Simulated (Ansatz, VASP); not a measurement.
**Two plane-wave programs on Re**

```
CELL_PARAMETERS angstrom
-1.55660 1.55660 1.55660
1.55660 -1.55660 1.55660
1.55660 1.55660 -1.55660
ATOMIC_POSITIONS crystal
Re 0.00000 0.00000 0.00000
```

Alike in both runs: functional PBE; k mesh 24 × 24 × 24; occupations gaussian, width 0.1 eV; no spin polarisation.

Ansatz relaxed the structure, and its values are those at the end. VASP's run is a single point on that final structure, the one shown.

|  | VASP | Ansatz |
| --- | --- | --- |
| version | VASP 6.6.1 | Ansatz 0.2.0 |
| potentials or method | VASP PAW PBE potentials, release 64 (Re) | scalar-relativistic, plane waves, PAW |
| plane-wave cutoff (eV) | 520 | 420 |
| valence electrons in the cell | 7 | 15 |

|  | VASP | Ansatz | Ansatz less VASP |
| --- | --- | --- | --- |
| gap on the k mesh at the Fermi level (eV) | none | none | - |
| pressure (GPa) | -0.5 | 0.0 | +0.51 |

A gap of «none» marks a metal or a gap that the smearing closes. The two sets of potentials don't hold the same shells in valence.

Spin-orbit coupling is left out, which matters for the levels of Re.
